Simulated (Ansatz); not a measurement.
**PtS2 monolayer (1T): modes against uniaxial strain along the armchair direction, normal to a, with the width clamped**

Wanted: the shifts of the zone-centre modes of PtS2 monolayer (1T) with strain.

Program: Ansatz 0.2.0. Level of theory: DFT PBEsol, scalar-relativistic, plane waves, PAW; PAW set soft_1. Results are calculated unless marked as measured.

## (1) Starting point

The cell holds 3 atoms: 1 Pt and 2 S. Cell: a = 3.520 Å, b = 3.520 Å, c = 29.504 Å, α = 90.0°, β = 90.0°, γ = 120.0°. Vacuum lies along c. The height across the vacuum is the one that the program set for its solve, not the one typed.

## (2) A rough relaxation first

The start is far from rest, so a relaxation with loose tolerances brings it close first. The program lengthens the typed cell of 20.0 Å along the normal to 29.5 Å, as its cut-off of the electrostatics needs, and moves no atom.

input.yaml reads:

```yaml
crystal:
  lattice:
    - [3.52, 0.0, 0.0]
    - [-1.76, 3.04841, 0.0]
    - [0.0, 0.0, 20.0]
  atoms:
    - { symbol: Pt, position: [0.0, 0.0, 0.5] }
    - { symbol: S, position: [0.333333, 0.666667, 0.5713] }
    - { symbol: S, position: [0.666667, 0.333333, 0.4287] }
  periodic: [true, true, false]
kpoints:
  mp_grid: { grid: [6, 6, 1] }
hamiltonian:
  xc: pbesol
  pseudopotentials: { kind: paw, azcp: { folder: soft_1 }, xc_functional: pbe }
scf:
  occupations: { method: gaussian, width: 0.1 }
output:
  forces: true
  stress: true
  eigenvalues: true
relax:
  adjacent_minimum: "off"
  f_tol: 0.05
  max_steps: 80
  cell: { stress_2d_tol: 0.02 }
```

On the command line:

```sh
ansatz run input.yaml --threads 4 --pin off --max-ram 16384MiB --backend cpu --events-out ev --progress --plain --runs-dir out
```

Numbers of over 12 decimals in the logs are rounded to 6 here.

What it wrote:

```text
[...]
F+E_penalty+E_count = -14156.38308816 eV   max|allowed force component| = 2.921e-3 eV/Å   (the final SCF, on the basis selected at the relaxed cell)
  cell:  # Å, volume = 319.5906 Å³
    - [3.536643, 0.0, 0]
    - [-1.768321, 3.062823, 0]
    - [0, 0, 29.504]
  atoms:
    - { symbol: Pt, position: [0, 0, 0.338937] }
    - { symbol: S, position: [0.333333, 0.666667, 0.380133] }
    - { symbol: S, position: [0.666667, 0.333333, 0.297741] }
[key lines of the parts left out:]
SCF converged after 7 iterations
Free energy (F): -14156.383088 eV
Fermi energy:    -5.319802 eV
P = ½ c Tr σ = 0.0158 N/m
```

Run time: 4.8 s. Hardware: 4 threads of Arm Neoverse V2, shared host; peak memory 0.53 GiB; 17 s of CPU time.

Step by step:

| step | energy less that of the first step (eV) | largest force component (eV/Å) | volume (Å³) |
| --- | --- | --- | --- |
| 1 | 0.0000 | 2.2322 | 316.59 |
| 2 | -0.4765 | 0.0099 | 315.10 |
| 3 | -0.4801 | 0.0141 | 318.84 |
| 4 | -0.4802 | 0.0030 | 319.59 |
| 5* | -0.4803 | 0.0029 | 319.59 |

Relaxation steps marked * repeat the geometry before them on a plane-wave basis chosen anew for their cell, so energy and pressure can jump there.

The run keeps the 12 symmetry operations that it works with, so distortions that break them were not tested.

| cell as run | before | after | change |
| --- | --- | --- | --- |
| a (Å) | 3.520 | 3.537 | +0.5 % |
| b (Å) | 3.520 | 3.537 | +0.5 % |

The atoms that moved most (Å, along periodic axes as changes of fractional coordinates times the final cell, across vacuum about the mean position):

| atom | dx | dy | dz | length |
| --- | --- | --- | --- | --- |
| S2 | 0.000 | 0.000 | -0.211 | 0.211 |
| S3 | 0.000 | 0.000 | 0.211 | 0.211 |

Final coordinates:

```cif
data_structure
_symmetry_space_group_name_H-M 'P 1'
_symmetry_Int_Tables_number 1
_cell_length_a 3.5366
_cell_length_b 3.5366
_cell_length_c 29.5040
_cell_angle_alpha 90.000
_cell_angle_beta 90.000
_cell_angle_gamma 120.000
_cell_volume 319.59
loop_
_atom_site_label
_atom_site_type_symbol
_atom_site_fract_x
_atom_site_fract_y
_atom_site_fract_z
_atom_site_occupancy
Pt1 Pt 0.00000 0.00000 0.33894 1
S2 S 0.33333 0.66667 0.38013 1
S3 S 0.66667 0.33333 0.29774 1
```

A gap read on the k-mesh alone can miss the band edges.

Numbers from this step:

- gap on the k-mesh: 2.063 eV
- area per atom: 3.611 Å²

The relaxation ends with a largest force component of 0.0029 eV/Å.

## (3) Bringing the structure to rest

The cell and atoms are relaxed, since residual forces and stress would shift the frequencies.

input.yaml reads:

```yaml
crystal:
  lattice:
    - [3.53664299, 0.0, 0.0]
    - [-1.768321495, 3.0628226735, 0.0]
    - [0.0, 0.0, 29.504]
  atoms:
    - { symbol: Pt, position: [0.0, 0.0, 0.3389370933] }
    - { symbol: S, position: [0.3333333333, 0.6666666667, 0.3801328872] }
    - { symbol: S, position: [0.6666666667, 0.3333333333, 0.2977412993] }
  periodic: [true, true, false]
kpoints:
  mp_grid: { grid: [9, 9, 1] }
hamiltonian:
  xc: pbesol
  pseudopotentials: { kind: paw, azcp: { folder: soft_1 }, xc_functional: pbe }
scf:
  occupations: { method: gaussian, width: 0.02 }
output:
  forces: true
  stress: true
  eigenvalues: true
  write_density: true
  write_potential: true
  elf: true
  volumetric_format: npy
relax:
  adjacent_minimum: "off"
  f_tol: 0.005
  max_steps: 80
  cell: { stress_2d_tol: 0.02 }
```

What it wrote:

```text
[...]
Crystal: 3 atoms, lattice volume = 319.591 Å³
Basis set: ecut = 420 eV, 6165 PW (Γ), exchange–correlation on 48×48×400 points (8 copies of the dense FFT grid, shifted against one another)
Bands: 19, of which v1, the nominal top of the filled ones, is band 15 counted from 1 (14 counted from 0)
Symmetry: 12 space group operations
[...]
k-points: 12 of 81
[...]
SCF iter   1: F=—  HF=-14157.733485 eV  |F-HF|=—  |Δ(HF+E_count)|=         —  Δρ=4.21e-2  dr2=6.70e0  ethr=3.10e-3  ⟨swp⟩=16.7  Hψ=2370  notcnv=0
[...]
SCF iter   9: F=-14156.381799 eV  HF=-14156.381799 eV  |F-HF|=1.84e-8  |Δ(HF+E_count)|=   6.74e-9  Δρ=1.91e-6  dr2=2.75e-8  ethr=3.33e-10  ⟨swp⟩=13.1  Hψ=1974  notcnv=0
SCF 1 converged in 9 iterations: F = -14156.381799 eV  dr2 = 2.75e-8
[...]
relax step   1: F+E_penalty+E_count = -14156.38179923 eV  Δ(F+E_penalty+E_count) = +0.000e0 eV  max|allowed force component| = 1.163e-2 eV/Å  Δτ_max = 0.0000 Å  P = +0.010 N/m  Ω = 319.591 Å³  fix = [c, alpha, beta]  reactions: c +0.000 N/m  (9 SCF iters, dr2 threshold 1.00e-7 eV, accepted)
Crystal: 3 atoms, lattice volume = 319.433 Å³
[...]
SCF iter   5: F=-14156.381820 eV  HF=-14156.381820 eV  |F-HF|=2.49e-9  |Δ(HF+E_count)|=   8.78e-9  Δρ=1.12e-6  dr2=3.71e-9  ethr=2.82e-11  ⟨swp⟩=15.2  Hψ=2532  notcnv=0
SCF 2 converged in 5 iterations: F = -14156.381820 eV  dr2 = 3.71e-9
relax step   2: F+E_penalty+E_count = -14156.38182002 eV  Δ(F+E_penalty+E_count) = -2.079e-5 eV  max|allowed force component| = 4.074e-3 eV/Å  Δτ_max = 0.0017 Å  P = -0.010 N/m  Ω = 319.433 Å³  energy of the carried Pulay correction = +7.993e-6 eV  fix = [c, alpha, beta]  reactions: c -0.000 N/m  (5 SCF iters, dr2 threshold 8.45e-9 eV, accepted)
[...]
SCF iter   1: F=—  HF=-14156.381850 eV  |F-HF|=—  |Δ(HF+E_count)|=         —  Δρ=1.84e-6  dr2=1.01e-8  ethr=2.15e-7  ⟨swp⟩=6.1  Hψ=3624  notcnv=0
eigensolver tolerance schedule: the retry pair's looser diagonalisation over-reported the residual by 6405.89 of it (diagonalisation noise at 0.80 of the residual, at the tolerance the schedule requests for it); recorded, not acted on — ethr = c·dr2/N_el stays at c = 1.0e-1
SCF iter   2: F=—  HF=-14156.381813 eV  |F-HF|=—  |Δ(HF+E_count)|=   3.72e-5  Δρ=1.42e-6  dr2=8.28e-9  ethr=3.36e-11  ⟨swp⟩=6.5  Hψ=963  notcnv=0
[...]
SCF iter   7: F=-14156.381813 eV  HF=-14156.381813 eV  |F-HF|=4.73e-11  |Δ(HF+E_count)|=  2.18e-11  Δρ=1.56e-8  dr2=1.13e-12  ethr=1.00e-12  ⟨swp⟩=10.3  Hψ=1755  notcnv=0
SCF 3 converged in 7 iterations: F = -14156.381813 eV  dr2 = 1.13e-12
relax step   3: F+E_penalty+E_count = -14156.38181285 eV  Δ(F+E_penalty+E_count) = +7.171e-6 eV  max|allowed force component| = 4.071e-3 eV/Å  Δτ_max = 0.0000 Å  P = -0.010 N/m  Ω = 319.433 Å³  fix = [c, alpha, beta]  reactions: c -0.000 N/m  stress off target by 1.01e-2 N/m on what of the cell is left free  SCF on the basis re-selected at this cell (its energy is not comparable with the rows above)  (7 SCF iters)
basis re-selected at this cell: Δ(F+E_penalty+E_count) = +7.171e-6 eV, ΔP = -0.000 N/m vs the last step (what re-selecting the basis moved, of the pressure what is left beyond the Pulay correction that the steps carried, after the strain that the cell walked since its last selection, with what the two solves' SCF thresholds leave and, on support functions, any second-order correction that the steps lacked; it is no m [...]
SCF converged after 7 iterations
Free energy (F): -14156.381813 eV
[...]
Internal energy: -14156.381813 eV  (E = F + TS)
E sigma→0 (E₀):  -14156.381813 eV
Fermi energy:    -5.479521 eV
[...]
--- Forces (eV/Å), atoms counted from 1 ---
  atom   1  Pt     0.00000000    -0.00000000     0.00000000
  atom   2  S     -0.00000000    -0.00000000    -0.00407057
  atom   3  S     -0.00000000     0.00000000     0.00407057
  max |Σ_I F_I| component: 2.08e-17 eV/Å
--- 2D stress c σ (N/m, compression-positive) ---
       -0.010103      -0.000000      -0.000000
        0.000000      -0.010103      -0.000000
       -0.000000      -0.000000      -0.000000
  P = ½ c Tr σ = -0.0101 N/m
--- Band table (eV; the first three rows and the last of 12) ---
  k-point 0: bands = [... 11 lower, -7.1482, -7.0716, -6.6344, -6.6344, -3.0329, -3.0329, -0.8467, -0.6524]
  k-point 1: bands = [... 11 lower, -7.7694, -6.8309, -6.5709, -6.3904, -3.7644, -3.2415, -0.4930, -0.2695]
  k-point 2: bands = [... 11 lower, -8.3658, -6.6748, -6.6167, -6.4698, -4.5686, -3.4907, 0.0035, 0.3001]
  k-point 11: bands = [... 11 lower, -8.9467, -8.7062, -7.0909, -7.0909, -4.1727, -4.1727, 0.6037, 2.6426]
--- Relaxed structure (2 steps of the walk, 2 accepted, 1 SCFs on fresh bases) ---
[...]
cell:  # Å, volume = 319.4331 Å³
    - [3.535772, 0.0, 0]
    - [-1.767886, 3.062068, 0]
    - [0, 0, 29.504]
  atoms:
    - { symbol: Pt, position: [0, 0, 0.338937] }
    - { symbol: S, position: [0.333333, 0.666667, 0.380190] }
    - { symbol: S, position: [0.666667, 0.333333, 0.297684] }
```

Run time: 5 s. Hardware: 4 threads; peak memory 0.59 GiB.

Little changed from the start: no atom moved by 0.005 Å and no cell edge by 0.1 %.

This step gave:

| Quantity | Value |
| --- | --- |
| gap on the k-mesh | 1.822 eV |
| area per atom | 3.609 Å² |

Electrostatic potential energy in the ac plane at fractional y = 0.000, with atoms of Pt within 0.2 Å of it. With pseudopotentials it is smooth inside the atoms' cores, unlike the true potential.

Ten even steps from '0' (-18 eV) to '9' (0 eV), each cell a mean:
```
99999999999999
99999999999999
99999999999999
99999999999999
99999999999999
99999999999999
99999999999999
99999999999999
99999999999999
99999999999999
99999999999999
99999999999999
99999999999999
99999999999999
77887766678877
00013677652000
22345665665322
99999888889999
99999999999999
99999999999999
99999999999999
99999999999999
99999999999999
99999999999999
```
Columns run along a (3.5 Å; values clipped at the 3rd and 97th percentile), rows up along c (29.5 Å). Atoms in or near the plane, at fractional coordinates: Pt at (0.00, 0.34).

ELF in the ac plane at fractional y = 0.000, with atoms of Pt within 0.2 Å of it. It is the smooth field of the valence electrons, not physical close to the nuclei.

Values, 24 rows by 14 columns, each cell a mean:
```
0.00 0.00 0.00 0.00 0.00 0.00 0.00 0.00 0.00 0.00 0.00 0.00 0.00 0.00
0.00 0.00 0.00 0.00 0.00 0.00 0.00 0.00 0.00 0.00 0.00 0.00 0.00 0.00
0.00 0.00 0.00 0.00 0.00 0.00 0.00 0.00 0.00 0.00 0.00 0.00 0.00 0.00
0.00 0.00 0.00 0.00 0.00 0.00 0.00 0.00 0.00 0.00 0.00 0.00 0.00 0.00
0.00 0.00 0.00 0.00 0.00 0.00 0.00 0.00 0.00 0.00 0.00 0.00 0.00 0.00
0.00 0.00 0.00 0.00 0.00 0.00 0.00 0.00 0.00 0.00 0.00 0.00 0.00 0.00
0.00 0.00 0.00 0.00 0.00 0.00 0.00 0.00 0.00 0.00 0.00 0.00 0.00 0.00
0.00 0.00 0.00 0.00 0.00 0.00 0.00 0.00 0.00 0.00 0.00 0.00 0.00 0.00
0.00 0.00 0.00 0.00 0.00 0.00 0.00 0.00 0.00 0.00 0.00 0.00 0.00 0.00
0.00 0.00 0.00 0.00 0.00 0.00 0.00 0.00 0.00 0.00 0.00 0.00 0.00 0.00
0.00 0.00 0.00 0.00 0.00 0.00 0.00 0.00 0.00 0.00 0.00 0.00 0.00 0.00
0.00 0.00 0.00 0.00 0.00 0.00 0.00 0.00 0.00 0.00 0.00 0.00 0.00 0.00
0.00 0.00 0.00 0.00 0.00 0.01 0.01 0.02 0.01 0.01 0.00 0.00 0.00 0.00
0.01 0.01 0.02 0.04 0.12 0.22 0.31 0.34 0.30 0.20 0.10 0.03 0.01 0.01
0.19 0.17 0.17 0.25 0.43 0.58 0.66 0.68 0.65 0.56 0.38 0.22 0.17 0.18
0.59 0.55 0.48 0.39 0.32 0.32 0.32 0.31 0.32 0.32 0.33 0.41 0.49 0.56
0.47 0.42 0.35 0.32 0.39 0.48 0.52 0.52 0.52 0.47 0.37 0.32 0.36 0.43
0.05 0.06 0.07 0.15 0.31 0.48 0.59 0.62 0.57 0.45 0.27 0.12 0.07 0.05
0.00 0.00 0.00 0.01 0.03 0.07 0.11 0.13 0.10 0.06 0.03 0.01 0.00 0.00
0.00 0.00 0.00 0.00 0.00 0.00 0.00 0.00 0.00 0.00 0.00 0.00 0.00 0.00
0.00 0.00 0.00 0.00 0.00 0.00 0.00 0.00 0.00 0.00 0.00 0.00 0.00 0.00
0.00 0.00 0.00 0.00 0.00 0.00 0.00 0.00 0.00 0.00 0.00 0.00 0.00 0.00
0.00 0.00 0.00 0.00 0.00 0.00 0.00 0.00 0.00 0.00 0.00 0.00 0.00 0.00
0.00 0.00 0.00 0.00 0.00 0.00 0.00 0.00 0.00 0.00 0.00 0.00 0.00 0.00
```
Columns run along a (3.5 Å), rows up along c (29.5 Å). Atoms in or near the plane, at fractional coordinates: Pt at (0.00, 0.34).

Valence density in the ac plane at fractional y = 0.000, with atoms of Pt within 0.2 Å of it. It is the smooth field of the valence electrons, not physical close to the nuclei.

Values in units of 1e0 e/Å³, 24 rows by 14 columns, each cell a mean:
```
0.0 0.0 0.0 0.0 0.0 0.0 0.0 0.0 0.0 0.0 0.0 0.0 0.0 0.0
0.0 0.0 0.0 0.0 0.0 0.0 0.0 0.0 0.0 0.0 0.0 0.0 0.0 0.0
0.0 0.0 0.0 0.0 0.0 0.0 0.0 0.0 0.0 0.0 0.0 0.0 0.0 0.0
0.0 0.0 0.0 0.0 0.0 0.0 0.0 0.0 0.0 0.0 0.0 0.0 0.0 0.0
0.0 0.0 0.0 0.0 0.0 0.0 0.0 0.0 0.0 0.0 0.0 0.0 0.0 0.0
0.0 0.0 0.0 0.0 0.0 0.0 0.0 0.0 0.0 0.0 0.0 0.0 0.0 0.0
0.0 0.0 0.0 0.0 0.0 0.0 0.0 0.0 0.0 0.0 0.0 0.0 0.0 0.0
0.0 0.0 0.0 0.0 0.0 0.0 0.0 0.0 0.0 0.0 0.0 0.0 0.0 0.0
0.0 0.0 0.0 0.0 0.0 0.0 0.0 0.0 0.0 0.0 0.0 0.0 0.0 0.0
0.0 0.0 0.0 0.0 0.0 0.0 0.0 0.0 0.0 0.0 0.0 0.0 0.0 0.0
0.0 0.0 0.0 0.0 0.0 0.0 0.0 0.0 0.0 0.0 0.0 0.0 0.0 0.0
0.0 0.0 0.0 0.0 0.0 0.0 0.0 0.0 0.0 0.0 0.0 0.0 0.0 0.0
0.0 0.0 0.0 0.0 0.0 0.0 0.0 0.0 0.0 0.0 0.0 0.0 0.0 0.0
0.0 0.0 0.0 0.0 0.0 0.0 0.0 0.0 0.0 0.0 0.0 0.0 0.0 0.0
0.2 0.2 0.2 0.2 0.2 0.2 0.3 0.3 0.3 0.2 0.2 0.2 0.2 0.2
7.8 6.5 4.0 1.6 0.6 0.4 0.3 0.3 0.3 0.4 0.7 2.1 4.5 6.9
3.2 2.6 1.5 0.7 0.4 0.4 0.3 0.3 0.3 0.4 0.4 0.8 1.7 2.7
0.0 0.0 0.0 0.1 0.1 0.1 0.1 0.1 0.1 0.1 0.1 0.1 0.0 0.0
0.0 0.0 0.0 0.0 0.0 0.0 0.0 0.0 0.0 0.0 0.0 0.0 0.0 0.0
0.0 0.0 0.0 0.0 0.0 0.0 0.0 0.0 0.0 0.0 0.0 0.0 0.0 0.0
0.0 0.0 0.0 0.0 0.0 0.0 0.0 0.0 0.0 0.0 0.0 0.0 0.0 0.0
0.0 0.0 0.0 0.0 0.0 0.0 0.0 0.0 0.0 0.0 0.0 0.0 0.0 0.0
0.0 0.0 0.0 0.0 0.0 0.0 0.0 0.0 0.0 0.0 0.0 0.0 0.0 0.0
0.0 0.0 0.0 0.0 0.0 0.0 0.0 0.0 0.0 0.0 0.0 0.0 0.0 0.0
```
Columns run along a (3.5 Å), rows up along c (29.5 Å). Atoms in or near the plane, at fractional coordinates: Pt at (0.00, 0.34).

## (4) Tight relaxation

Phonons need small forces and stress, so the relaxation is finished with tight tolerances on 9×9×1 k points.

input.yaml, the sections that differ from step 3:

```yaml
crystal:
  lattice:
    - [3.5357715393, 0.0, 0.0]
    - [-1.7678857697, 3.062067975, 0.0]
    - [0.0, 0.0, 29.504]
  atoms:
    - { symbol: Pt, position: [0.0, 0.0, 0.3389370933] }
    - { symbol: S, position: [0.3333333333, 0.6666666667, 0.3801902729] }
    - { symbol: S, position: [0.6666666667, 0.3333333333, 0.2976839136] }
  periodic: [true, true, false]
scf:
  occupations: { method: fixed }
output:
  forces: true
  stress: true
  eigenvalues: true
relax:
  adjacent_minimum: "off"
  f_tol: 0.001
  max_steps: 60
  cell: { stress_2d_tol: 0.002 }
# kpoints, hamiltonian: as in step 3
```

What it wrote:

```text
[...]
Crystal: 3 atoms, lattice volume = 319.433 Å³
Basis set: ecut = 420 eV, 6165 PW (Γ), exchange–correlation on 48×48×400 points (8 copies of the dense FFT grid, shifted against one another)
Bands: 19, of which v1, the nominal top of the filled ones, is band 15 counted from 1 (14 counted from 0)
Symmetry: 12 space group operations
[...]
k-points: 12 of 81
[...]
--- Relaxed structure (3 steps of the walk, 3 accepted, 1 SCFs on fresh bases) ---
[...]
cell:  # Å, volume = 319.4470 Å³
    - [3.535849, 2.886810816593452e-11, 0]
    - [-1.767924, 3.062135, 0]
    - [0, 0, 29.504]
  atoms:
    - { symbol: Pt, position: [0, 0, 0.338937] }
    - { symbol: S, position: [0.333333, 0.666667, 0.380178] }
    - { symbol: S, position: [0.666667, 0.333333, 0.297696] }
[key lines of the parts left out:]
SCF converged after 8 iterations
Free energy (F): -14156.381815 eV
Fermi energy:    -6.390493 eV
P = ½ c Tr σ = -0.0002 N/m
```

Elapsed: 5.8 s, on 4 threads; peak memory 0.58 GiB.

Little changed from the start: no atom moved by 0.005 Å and no cell edge by 0.1 %.

The largest force component left is 0.0096 meV/Å, within the tolerances set.

[end of part 1 of 2]

[Logs are printed without paths, hosts, clocks, repeated set-up lines and the standing remarks that a program may print on its own settings, such as how far it seeks lower states.]

[Hosts, paths, dates, database ids (printed as entryN), source tags and the programs' standing remarks are cut or masked in the printed files.]
